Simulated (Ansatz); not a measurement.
# MoS2: the cost of one run

Program: Ansatz 0.2.0 through its Python package. Level of theory: DFT LDA, plane waves, PAW. These are calculated values, not measurements.

## 1. Starting point

The structure is trigonal, space group R3m (No. 160). The conventional cell has a = 3.160 Å, b = 3.160 Å, c = 18.450 Å, α = 90.00°, β = 90.00°, γ = 120.00°. Mo (site symmetry 3m) is surrounded by 6 S at 2.39 Å. S (site symmetry 3m) is surrounded by 3 Mo at 2.39 Å.

No structure file is read: the coordinates are typed or built in the script.

## 2. The script

run_pdos.py reads:

```python
'''Projected density of states of MoS2.'''

import warnings

import ansatz as az
import matplotlib.pyplot as plt
import numpy as np

SMEARING = 'fermi_dirac'
SMEARING_WIDTH = 0.05
N_EMPTY = 12

warnings.simplefilter('ignore', az.DeckWarning)

lattice = az.Lattice.of(
    [1.58, 0.912213, 6.15],
    [-1.58, 0.912213, 6.15],
    [0.0, -1.824427, 6.15],
)
sites = [
    ('Mo', [0.0, 0.0, 0.0]),
    ('S', [0.25, 0.25, 0.25]),
    ('S', [0.417, 0.417, 0.417]),
]
mos2 = az.Crystal(lattice=lattice)
for symbol, position in sites:
    mos2 = mos2.atom(symbol, position)

setup = mos2.calculation()
setup = setup.occupations(SMEARING, width=SMEARING_WIDTH).functional(az.Functional.LDA)
setup = setup.kpoints(12).scf(extra_bands=N_EMPTY)
setup = setup.density_of_states(projected=True, energy_step=0.1)
session = setup.session()
planned = session.plan(threads=1)
result = planned.execute()
data = result.report

dos = result.density_of_states()
energy = np.asarray(dos.energies_ev) - dos.fermi_ev
curves = {}
for site in result.projected_density_of_states().sites:
    for shell in site.shells:
        weight = sum(np.sum(curve.g_bin_mean_per_ev, axis=0) for curve in shell.curves)
        name = f'{site.species} {shell.label}'
        curves[name] = curves.get(name, 0) + weight

window = (energy > -8) & (energy < 6)
fig, ax = plt.subplots(figsize=(5.5, 3.5))
for name, g in curves.items():
    if g[window].max() > 0.05:
        ax.plot(energy[window], g[window], label=name, lw=1)
        print(f'{name:8s} peak {g[window].max():7.3f} states/eV at {energy[window][g[window].argmax()]:6.2f} eV')
ax.set(xlabel='E - E_F (eV)', ylabel='states/eV')
ax.legend(fontsize=7)
fig.tight_layout()
fig.savefig('pdos.png', dpi=100)
```

## 3. The calls as engine input

The package turns the script's settings into the engine's input:

```yaml
crystal:
  lattice:
    - [1.58, 0.912213, 6.15]
    - [-1.58, 0.912213, 6.15]
    - [0.0, -1.824427, 6.15]
  atoms:
    - { symbol: Mo, position: [0.0, 0.0, 0.0] }
    - { symbol: S, position: [0.25, 0.25, 0.25] }
    - { symbol: S, position: [0.417, 0.417, 0.417] }
kpoints:
  mp_grid:
    grid: [12, 12, 12]
hamiltonian:
  xc: lda
scf:
  n_extra_bands: 12
  occupations:
    method: fermi_dirac
    width: 0.05
output:
  dos:
    de: 0.1
    projected: true
```

## 4. The run

Started as:

```console
python run_pdos.py
```

**Question.** How long does this script take on 1 thread of Arm Neoverse V1, shared host, and how much memory does it need?

About 28 s, with a peak of 0.59 GiB.
